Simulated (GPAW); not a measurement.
# TiO2 (P1) in GPAW: settings compared, part 2 of 2

GPAW 26.7.0. The steps go on from the part before.

## 4. Second-harmonic response, PBEsol (atom 4 moved 0.15 Å)

The COD entry that gives the cell may itself be a prediction, so a difference from it is no test against experiment.

run.py reads:

```python
import numpy as np
from ase.dft.bandgap import bandgap
from ase.io import read, write
from gpaw import GPAW, PW, setup_paths
from gpaw.nlopt.matrixel import make_nlodata
from gpaw.nlopt.shg import get_shg
from gpaw.nlopt.shift import get_shift

setup_paths.insert(0, '.')

atoms = read('TiO2.xyz')

calc = GPAW(mode=PW(550),
            xc='PBEsol',
            kpts={'size': (3, 3, 3), 'gamma': True},
            occupations={'name': 'fermi-dirac', 'width': 0.001},
            nbands=63,
            convergence={'density': 1e-06},
            maxiter=150,
            txt='gpaw.txt')
atoms.calc = calc
energy = atoms.get_potential_energy()
calc.write('gs.gpw')
write('result.traj', atoms)
print(f'Energy: {energy:.6f} eV')
print('Fermi level:', round(calc.get_fermi_level(), 4), 'eV')
print(f'Gap: {bandgap(calc)[0]:.4f} eV, direct: {bandgap(calc, direct=True)[0]:.4f} eV')

dense = calc.fixed_density(kpts={'size': (4, 4, 4), 'gamma': True},
                           nbands=114, convergence={'bands': 108, 'eigenstates': 1e-7},
                           symmetry={'point_group': False}, txt='dense.txt')
dense.write('dense.gpw', mode='all')

nlodata = make_nlodata('dense.gpw', nf=108)
freqs = np.linspace(0, 8, 161)
shg, shift = [freqs], [freqs]
for pol in ['xxx', 'xxy']:
    chi = get_shg(nlodata, freqs=freqs, eta=0.05, pol=pol, gauge='lg', out_name=f'shg_{pol}.npy')[1] * 1e12  # pm/V
    sigma = get_shift(nlodata, freqs=freqs, eta=0.05, pol=pol, out_name=f'shift_{pol}.npy')[1] * 1e6  # uA/V^2
    shg += [chi.real, chi.imag]
    shift += [sigma.real]
    print(f'chi(2) {pol} at zero frequency: {chi[0].real:.3f} pm/V')
np.savetxt('shg.dat', np.array(shg).T, fmt='%.3f')
np.savetxt('shift.dat', np.array(shift).T, fmt='%.3f')
```

TiO2.xyz reads:

```xyz
9
Lattice="5.2909998200 0.0000000000 0.0000000000 -2.6454999100 4.5821402600 0.0000000000 0.0000000000 0.0000000000 6.1330000000" Properties=species:S:1:pos:R:3 pbc="T T T"
Ti    -0.2381020818      4.5698342808      2.0481427645
Ti    -1.1878365495      2.0634035586      4.0924761387
Ti     1.4576633605      2.4941247431      0.0038094516
O      1.2725421498      1.4868362863      1.2881193870
O      3.4206242937      0.4688187481      3.3667377645
O      3.1798838019      2.7003210548      5.4110711387
O      0.5343838919      1.8572072469      4.8182144516
O     -1.2777835465      3.1814457821      2.7738811387
O      0.7751243837      4.0887095535      0.7295477645
```

Potentials or basis: PAW data sets generated in the run's folder for this functional, pw.

On the command line:

```sh
$ gpaw-setup -f PBEsol O Ti
$ OMP_NUM_THREADS=1 python run.py
```

gpaw.txt:

```text
__  _  _
 | _ |_)|_||  |
 |__||  | ||/\| - 26.7.0

Input parameters:
  mode=PW(ecut=550.0),
  convergence={'density': 1e-06},
  kpts=MonkhorstPack(size=(3, 3, 3), gamma=True),
  maxiter=150,
  nbands=63,
  occupations=Occupations(name='fermi-dirac', width=0.001),
  xc=XC(name='PBEsol')

Diagonalizing LCAO Hamiltonian
Converting LCAO to pw mode

                   O
            O
        Ti
         O  Ti
                  O
              O
              O
               Ti

Atoms  # Å, Bohr magnetons
|   | symbol |         x |        y |        z |    initial magnetic moments |
|---|--------|-----------|----------|----------|-----------------------------|
| 0 |     Ti | -0.238102 | 4.569834 | 2.048143 | ( 0.0000,  0.0000,  0.0000) |
| 1 |     Ti | -1.187837 | 2.063404 | 4.092476 | ( 0.0000,  0.0000,  0.0000) |
| 2 |     Ti |  1.457663 | 2.494125 | 0.003809 | ( 0.0000,  0.0000,  0.0000) |
| 3 |      O |  1.272542 | 1.486836 | 1.288119 | ( 0.0000,  0.0000,  0.0000) |
| 4 |      O |  3.420624 | 0.468819 | 3.366738 | ( 0.0000,  0.0000,  0.0000) |
| 5 |      O |  3.179884 | 2.700321 | 5.411071 | ( 0.0000,  0.0000,  0.0000) |
| 6 |      O |  0.534384 | 1.857207 | 4.818214 | ( 0.0000,  0.0000,  0.0000) |
| 7 |      O | -1.277784 | 3.181446 | 2.773881 | ( 0.0000,  0.0000,  0.0000) |
| 8 |      O |  0.775124 | 4.088710 | 0.729548 | ( 0.0000,  0.0000,  0.0000) |

Unit cell  # Å
| periodic |         x |        y |        z |  lengths |     angles |
|----------|-----------|----------|----------|----------|------------|
|      yes |  5.291000 | 0.000000 | 0.000000 | 5.291000 |  90.000000 |
[... 136 lines left out ...]
- Maximum [total energy] change in last 3 cyles: 0.0005 eV / valence electron
- Maximum integral of absolute [eigenst]ate change: 4e-08 eV^2 / valence electron
maximum number of iterations: 150

SCF iterations
|iter     | |      energy | eigst |  dens |
|---------|-|-------------|-------|-------|
|iter:   1| |  -91.140096 | +0.13 |       |
|iter:   2| |  -86.958368 | -1.36 | -0.77 |
|iter:   3| |  -78.856604 | -0.32 | -0.84 |
|iter:   4| |  -78.644657 | -1.81 | -1.38 |
|iter:   5| |  -78.598391 | -2.15 | -1.56 |
|iter:   6| |  -78.564991 | -2.62 | -1.83 |
|iter:   7| |  -78.563278c| -3.45 | -2.25 |
|iter:   8| |  -78.563237c| -4.55 | -2.78 |
|iter:   9| |  -78.563359c| -5.09 | -3.04 |
|iter:  10| |  -78.563358c| -5.81 | -3.45 |
|iter:  11| |  -78.563356c| -6.39 | -3.75 |
|iter:  12| |  -78.563357c| -7.22 | -4.30 |
|iter:  13| |  -78.563357c| -8.00c| -4.58 |
|iter:  14| |  -78.563357c| -8.36c| -5.14 |
|iter:  15| |  -78.563357c| -8.86c| -5.58 |
|iter:  16| |  -78.563357c| -9.32c| -5.92 |
|iter:  17| |  -78.563357c| -9.90c| -6.23c|

Converged in 17 steps
Energy contributions relative to reference atoms: (reference = -81797.044562)

Energy contributions:
  Kinetic:          91.529812
  Coulomb:        -103.329264
  Zero:              0.836231
  External:          0.000000
  Xc:              -67.600137
  Entropy:          -0.000000
  Spinorbit:         0.000000
  ----------------------------
  Free energy:     -78.563357
  Extrapolated:    -78.563357

dipole moment: (-25.033212, 14.170749, -19.599575)  # |e|*Ang

Fermi level: 0.815
Eigenvalues  # (at kpt = [0.000, 0.000, 0.000])
| band index |      eig [eV] | occ [0-2] |
|------------|---------------|-----------|
|          0 |       -55.018 |     2.000 |
|        ... |               |           |
|         28 |        -1.512 |     2.000 |
|         29 |        -1.405 |     2.000 |
|         30 |        -0.722 |     2.000 |
|         31 |        -0.648 |     2.000 |
|         32 |        -0.537 |     2.000 |
|         33 |        -0.291 |     2.000 |
[... 8 lines left out ...]
|         42 |         5.393 |     0.000 |
|         43 |         5.667 |     0.000 |
|        ... |               |           |
|         62 |        15.571 |     0.000 |

Gap: 3.751 eV
Transition (v -> c):
  (s=0, k=3, n=35, [0.00, 0.33, 0.00]) -> (s=0, k=0, n=36, [0.00, 0.00, 0.00])
Direct/indirect transitions are different
Direct gap: 3.901 eV
Transition at: (s=0, k=0, n=35, [0.00, 0.00, 0.00])
# Writing to gs.gpw (mode='')
```

stdout:

```text
Energy: -78.563357 eV
Fermi level: 0.8148 eV
Gap: 3.7508 eV, direct: 3.9005 eV
Calculating momentum matrix elements for spin channel 0.

Calculation in the lg gauge for element xxx.

Calculation for element xxx.

chi(2) xxx at zero frequency: 17.068 pm/V
Calculation in the lg gauge for element xxy.

Calculation for element xxy.

chi(2) xxy at zero frequency: -0.139 pm/V
```

dense.txt:

```text
Diagonalizing LCAO Hamiltonian
Converting LCAO to pw mode
convergence criteria:
- Maximum integral of absolute [eigenst]ate change: 1e-07 eV^2 / valence electron
maximum number of iterations: 150

SCF iterations
|iter     | |      energy | eigst |  dens |
|---------|-|-------------|-------|-------|
|iter:   1| |             | +3.39 |       |
|iter:   2| |             | +2.15 |       |
|iter:   3| |             | +1.34 |       |
|iter:   4| |             | +0.53 |       |
|iter:   5| |             | -0.03 |       |
|iter:   6| |             | -0.50 |       |
|iter:   7| |             | -0.95 |       |
|iter:   8| |             | -1.35 |       |
|iter:   9| |             | -1.77 |       |
|iter:  10| |             | -2.15 |       |
|iter:  11| |             | -2.58 |       |
|iter:  12| |             | -2.98 |       |
|iter:  13| |             | -3.43 |       |
|iter:  14| |             | -3.87 |       |
|iter:  15| |             | -4.32 |       |
|iter:  16| |             | -4.77 |       |
|iter:  17| |             | -5.25 |       |
|iter:  18| |             | -5.70 |       |
|iter:  19| |             | -6.15 |       |
|iter:  20| |             | -6.52 |       |
|iter:  21| |             | -6.84 |       |
|iter:  22| |             | -7.13c|       |
SCF steps: 22
  __  _  _
 | _ |_)|_||  |
 |__||  | ||/\| - 26.7.0

Input parameters:
  mode=PW(ecut=550.0),
  convergence={'bands': 108, 'eigenstates': 1e-07},
  gpts=array([30, 30, 35]),
  kpts=MonkhorstPack(size=(4, 4, 4), gamma=True),
  maxiter=150,
  nbands=114,
  occupations=Occupations(name='fermi-dirac', width=0.001),
  symmetry=Symmetry(point_group=False),
  xc=XC(name='PBEsol')
# Writing to dense.gpw (mode='all')
```

Run time: 26 min. Hardware: 1 thread of Arm Neoverse V1, shared host; peak memory 0.71 GiB.

What came out:

```
Free energy            : -78.5634 eV
Band gap on the k mesh : 3.75 eV, indirect (least direct gap 3.90 eV)
```

Caveat: independent particles: no local fields, no excitons, no shift of the gap; the long-wavelength limit can be off by several per cent where d states take part. A k mesh can miss the band edges.

## 5. The runs side by side

| level | potentials or basis | gap on the mesh (eV) |
| --- | --- | --- |
| RPBE | the program's PAW data sets (release 1.2.1) made for this functional, pw | 3.82 |
| LDA | the program's PAW data sets (release 1.2.1) made for this functional, pw | 3.69 |
| PBEsol | PAW data sets generated in the run's folder for this functional, pw | 3.75 |

Alike in all rows: task second-harmonic response; no spin polarisation; cell atom 4 moved 0.15 Å; k mesh 3 × 3 × 3; cutoff (eV) 550; smearing fermi-dirac 0.001 eV.

Caveats: independent particles: no local fields, no excitons, no shift of the gap; the long-wavelength limit can be off by several per cent where d states take part.

Total energies depend on the potentials used, so only differences within one code and one set of settings carry meaning.
